**Question: Are the equal pairs in my anatase levels just spin up and spin down?**

I ran a PBE calculation of anatase TiO2 and printed the levels nearest the gap at seven k points. "Level under 1" is the highest filled level at a point and "level over 1" the lowest empty one, with zero at the highest filled level of the run.

ABINIT 10.8.3, PBE with JTH PAW v2.0 datasets, for anatase TiO2 (6-atom primitive cell), without spin polarisation or spin–orbit coupling. The run uses a 4×4×4 k mesh, a 625.862 eV plane-wave cutoff and Fermi–Dirac occupations with 0.05 eV smearing. Energies are relative to the valence top on the mesh; k points are in primitive reciprocal vectors.

```csv
point a (reciprocal cell vector),point b (reciprocal cell vector),point c (reciprocal cell vector),level point (row),level under 4 (eV),level under 3 (eV),level under 2 (eV),level under 1 (eV),level over 1 (eV),level over 2 (eV)
0.0000,0.0000,0.0000,1,-0.707,-0.707,-0.432,-0.432,2.156,2.901
0.2500,0.2500,0.0000,2,-1.465,-0.864,-0.691,-0.230,3.007,3.372
0.5000,0.5000,0.0000,3,-2.017,-2.017,0.000,0.000,3.399,3.399
0.2500,0.2500,0.2500,4,-1.546,-1.546,-0.202,-0.202,3.628,3.628
-0.2500,0.2500,0.2500,5,-1.130,-1.075,-0.864,-0.782,3.422,3.451
0.5000,0.5000,0.2500,6,-1.196,-1.196,-0.369,-0.369,3.146,3.146
0.5000,0.5000,0.5000,7,-1.211,-1.211,-0.078,-0.078,2.516,2.516
```

At some points the levels come in exactly equal pairs, at others they don't. My first thought was spin: two electrons per orbital, so two entries. A colleague says it is because x and y are equivalent in a tetragonal crystal. Who is right, and should I expect the pairs to survive if the cell is strained or the functional is changed?

**Answer**

Your two explanations predict different patterns, so compare them with the table point by point. Spin would act in the same way everywhere, and each level would be printed twice at every k point. At point 2 no two levels coincide, and neighbours within the would-be pairs lie at least 0.365 eV apart. The run has no spin polarisation, so each printed level already stands for an orbital that holds two electrons.

Your colleague's idea is better. If a quarter turn, alone or combined with a reflection, leaves the wave vector unchanged, a state oriented along x can be turned into one along y at the same energy. This accounts for point 1, the zone centre, where the four filled levels form two pairs. A state that the operation turns into itself can remain single, as the lowest empty level there does: the next lies 0.745 eV above it.

The idea fails at points 3 and 6. To see this, convert the coordinates to the axes of the conventional tetragonal cell: $k_x$ is point b plus point c, $k_y$ is point a plus point c, and $k_z$ is point a plus point b. The units are $2\pi/a$, $2\pi/a$ and $2\pi/c$, where $a$ and $c$ are the cell edges. Two wave vectors are the same point if they differ by whole numbers with an even sum. At point 3, $(½,½,1)$, a quarter turn gives $(-½,½,1)$, which differs by $(1,0,0)$ and is therefore another point; the version with a reflection fails too. Yet all six levels pair there, and at point 6 as well. A diagonal reflection still exchanges x and y at both points, but by itself it only sorts the states into two classes, which need not share an energy.

What remains is a property of this crystal that neither idea uses. Some of its symmetry operations combine a turn or a reflection with a shift by a fraction of the cell. When such an operation is combined with a second one, exchanging their order can shift the crystal by a whole lattice step, and at certain points on the edge of the Brillouin zone this leaves no room for single levels.

Take point 4, $(½,½,½)$, and two half turns. The first, $S$, turns the crystal about an axis along $c$ and raises it by $c/2$. The second, $R$, turns it about an axis along $a$, which puts it upside down. In fractions of the cell edges,

$$S:(x,y,z)\to(½-x,\,-y,\,z+½),\qquad R:(x,y,z)\to(x,\,-y,\,-z).$$

Flip first and raise afterwards, and the height becomes $½-z$. Raise first and flip afterwards, and it becomes $-½-z$. The other two coordinates agree, so the two orders differ by exactly one cell edge $c$.

A shift by $c$ carries the crystal onto itself, but it multiplies an electron wave by $e^{2\pi i k_z}$. At point 4, $k_z=½$, so the factor is $e^{i\pi}=-1$ and $RS=-SR$. Both operations keep this wave vector: each changes it only by whole numbers with an even sum.

Now suppose a level had a single state $\psi$. Applying $R$ could then only multiply it by some number $r$, so $R\psi=r\psi$. But

$$R(S\psi)=-S(R\psi)=-r\,(S\psi).$$

The state $S\psi$ has the same energy, because $S$ is a symmetry of the crystal, yet it responds to $R$ with the opposite sign. It must be a second state. Every level at point 4 therefore has a partner, filled or empty, whatever orbitals it is made of.

At points 3, 6 and 7 two glides, which are reflections combined with a fractional shift, do the same work. One reflects across a plane perpendicular to $c$, the other across a diagonal plane. Their two orders differ by the shift $(½,-½,-½)$, which joins equivalent atoms in a body-centred cell and multiplies the wave by $e^{i\pi(k_x-k_y-k_z)}$. All three points have $k_x=k_y$ and $k_z=1$, so the factor is again $-1$. The same holds along the whole line through these points, and you should find pairs anywhere on it.

A zigzag chain of identical atoms shows the effect in its simplest form. Shifting the chain by half its repeat length and reflecting it restores it, and doing so twice amounts to a full shift. At the zone edge the full shift gives $-1$, so the half step gives $i$ or $-i$. Without a magnetic field, complex conjugation exchanges the two at equal energy, and the bands meet in pairs. If the bonds become alternately long and short, the half step is lost and the pairs can split. The comparison has a limit: in the chain the second operation is complex conjugation, whereas in anatase both operations act on positions.

Both conditions matter: the factor must be $-1$, and both operations must keep the wave vector. Point 2 shows why. It also has $k_z=½$, so the two half turns would supply the minus sign, but $S$ carries $(¼,¼,½)$ to $(-¼,-¼,½)$, a different point. The partner state exists, but it belongs to that other point, and the levels at point 2 stay single.

Point 5 is the one that could mislead you. Its levels lie in close couples, the closest 0.029 eV apart, and on a band plot they might pass for pairs. The table resolves 0.001 eV, so they are distinct, and neither the glides nor the half turns force them together. Why they come so close is untested here.

The sign rule has no adjustable constant, and I applied it to all seven points, including those worked above. It demands full pairing at four points, and those are exactly the four where all six levels pair. It does not predict the filled pairs at the zone centre, where your colleague's explanation is the right one. The output after this answer lists the splittings and signs for each point. Because the atomic positions already carry the symmetry, the agreement identifies the origin of the pairs in your run; it is no independent test of real anatase.

This also answers your question about strain. The argument uses only the space group, never the bond lengths or the strength of the bonding. Stretching the cell along $c$, or equally along both $a$ axes, moves the levels but keeps the pairs. A distortion that removes one of the operations lets the pairs it protected split, unless another pair of operations still forces them together.

A change of functional leaves the pairs alone for the same reason, as long as the calculated state keeps the full symmetry. The gap is less secure. Your 2.156 eV runs from the filled pair at point 3 to the single empty level at point 1; a finer mesh may find band edges closer together, and PBE typically makes such gaps too small. Spin–orbit coupling is a different matter: the operations then turn the spin as well, and the signs have to be worked out again.

The pairs also have a consequence for counting electrons. Each one holds four electrons, two per orbital, so the 48 electrons treated in this cell fill exactly 12 pairs at a fully paired point. With 46 electrons and the same symmetry, the last pair there would be only half filled, and simple band filling could not leave a gap.

For another crystal, ask first which operations keep your k point, then whether two of them differ by a lattice shift when their order is exchanged. If that shift multiplies the wave by $-1$, expect every level there to be paired. If not, check whether a half step together with complex conjugation forces pairs, as in the chain, and look for ordinary equivalences such as that of x and y, which pair some levels and leave others single.

Numerical output:

```
Splittings in eV and equal pairs among the six levels:
    row  point  lower valence  upper valence  conduction  pairs found
    0.0      1              0              0       0.745            2
   0.25      2          0.601          0.461       0.365            0
    0.5      3              0              0           0            3
   0.25      4              0              0           0            3
  -0.25      5          0.055          0.082       0.029            0
    0.5      6              0              0           0            3
    0.5      7              0              0           0            3
Symmetry at each point (sign 0 means the two operations do not both keep k):
    row    kx    ky   kz  fourfold kept  glide sign  half-turn sign  pairs forced
    0.0     0     0    0              1           1               1             0
   0.25  0.25  0.25  0.5              0           0               0             0
    0.5   0.5   0.5    1              0          -1               0             1
   0.25   0.5   0.5  0.5              1           0              -1             1
  -0.25   0.5     0    0              0           0               0             0
    0.5  0.75  0.75    1              0          -1               0             1
    0.5     1     1    1              1          -1               1             1
Points where all six levels pair: 4
Points where the sign rule forces pairs: 4
Fully paired points without a fourfold operation: 2
Smallest splitting at point 5, eV: 0.029
Distance between the two valence pairs at point 3, eV: 2.017
Gap on the printed points, highest valence to lowest conduction level, eV: 2.156
Direct gap at point 1, eV: 2.588
Direct gap at point 3, eV: 3.399
Filled pairs at a fully paired point, 48 electrons at four a pair: 12
```
